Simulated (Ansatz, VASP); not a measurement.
As in VASP and in Ansatz

```xyz
1
Lattice="2.7212 0.0000 0.0000 0.0000 2.7212 0.0000 0.0000 0.0000 2.7212" Properties=species:S:1:pos:R:3 pbc="T T T"
As    1.3606    1.3606    1.3606
```

Alike in both runs: task single point; functional PBE; k mesh 16 × 16 × 16; occupations gaussian, width 0.1 eV; no spin polarisation.

```csv
,VASP,Ansatz
version,VASP 6.6.1,Ansatz 0.2.0
potentials or method,"VASP PAW PBE potentials, release 64 (As)","scalar-relativistic, plane waves, PAW"
plane-wave cutoff (eV),520,420
valence electrons in the cell,5,15
```

```tsv
	VASP	Ansatz	Ansatz less VASP
gap on the k mesh at the Fermi level (eV)	none	none	-
pressure (GPa)	0.8	0.6	-0.17
```

A gap of «none» marks a metal or a gap that the smearing closes. The two sets of potentials don't hold the same shells in valence.
